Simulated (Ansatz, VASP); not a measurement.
**PbS (Galena) in VASP and in Ansatz**

File INCAR:

```
SYSTEM = PbS
PREC = Accurate ; ENCUT = 520
EDIFF = 1E-6 ; ISMEAR = -1
SIGMA = 0.05 ; LREAL = .False.
LASPH = .True. ; NELM = 100
ALGO = Normal ; ISIF = 2
LWAVE = .False. ; LCHARG = .False.
GGA = CA ; NBANDS = 17
```

The input KPOINTS:

```
Automatic mesh
0
Gamma
  8 8 8
  0 0 0
```

Contents of POSCAR:

```
PbS
1.0
    0.0000000000      2.9657500000      2.9657500000
    2.9657500000      0.0000000000      2.9657500000
    2.9657500000      2.9657500000      0.0000000000
Pb S
1 1
Direct
    0.0000000000      0.0000000000      0.0000000000
    0.5000000000      0.5000000000      0.5000000000
```

The input KPOINTS_OPT:

```
path GXWKGLUWLK,UX
20
line-mode
reciprocal
 0.0000000000  0.0000000000  0.0000000000  G
 0.5000000000  0.0000000000  0.5000000000  X

 0.5000000000  0.0000000000  0.5000000000  X
 0.5000000000  0.2500000000  0.7500000000  W

 0.5000000000  0.2500000000  0.7500000000  W
 0.3750000000  0.3750000000  0.7500000000  K

 0.3750000000  0.3750000000  0.7500000000  K
 0.0000000000  0.0000000000  0.0000000000  G

 0.0000000000  0.0000000000  0.0000000000  G
 0.5000000000  0.5000000000  0.5000000000  L

 0.5000000000  0.5000000000  0.5000000000  L
 0.6250000000  0.2500000000  0.6250000000  U

 0.6250000000  0.2500000000  0.6250000000  U
 0.5000000000  0.2500000000  0.7500000000  W

 0.5000000000  0.2500000000  0.7500000000  W
 0.5000000000  0.5000000000  0.5000000000  L

 0.5000000000  0.5000000000  0.5000000000  L
 0.3750000000  0.3750000000  0.7500000000  K

 0.6250000000  0.2500000000  0.6250000000  U
 0.5000000000  0.0000000000  0.5000000000  X
```

File input.yaml:

```yaml
crystal:
  lattice:
    - [0.0, 2.96575, 2.96575]
    - [2.96575, 0.0, 2.96575]
    - [2.96575, 2.96575, 0.0]
  atoms:
    - { symbol: Pb, position: [0.0, 0.0, 0.0] }
    - { symbol: S, position: [0.5, 0.5, 0.5] }
hamiltonian:
  xc: lda
  pseudopotentials: { kind: paw }
kpoints:
  mp_grid: { grid: [8, 8, 8] }
  band_path:
    path:
      - [[0.0, 0.0, 0.0], [0.5, 0.0, 0.5], [0.5, 0.25, 0.75], [0.375, 0.375, 0.75], [0.0, 0.0, 0.0], [0.5, 0.5, 0.5], [0.625, 0.25, 0.625], [0.5, 0.25, 0.75], [0.5, 0.5, 0.5], [0.375, 0.375, 0.75]]
      - [[0.625, 0.25, 0.625], [0.5, 0.0, 0.5]]
    npoints: 14
scf:
  occupations: { method: fermi_dirac, width: 0.05 }
  n_extra_bands: 6
output:
  forces: true
  stress: true
  eigenvalues: true
  fatbands: true
  write_density: true
  write_potential: true
  elf: true
  volumetric_format: npy
```

Alike in both runs: task band structure; functional LDA; k mesh 8 × 8 × 8; occupations fermi-dirac, width 0.05 eV; no spin polarisation.

```csv
,VASP,Ansatz
version,VASP 6.6.1,Ansatz 0.2.0
potentials or method,"VASP PAW LDA potentials, release 64 (Pb_d, S)",Ansatz PAW
plane-wave cutoff (eV),520,420
valence electrons in the cell,20,20
```

|  | VASP | Ansatz | Ansatz less VASP |
| --- | --- | --- | --- |
| gap on the k mesh at the Fermi level (eV) | 0.21 | 0.23 | +0.023 |
| least direct gap on the mesh (eV) | 0.21 | 0.23 | +0.023 |
| gap along the band path (eV) | 0.21 | 0.23 | +0.024 |
| pressure (GPa) | -2.6 | -2.6 | -0.04 |

Caveats: spin-orbit coupling is left out, which as a rule narrows the gap of such compounds by several tenths of an eV; the PAW data sets come from PBE, with cores solved anew for the run's functional, which leaves a small shift of forces and pressure (Ansatz).
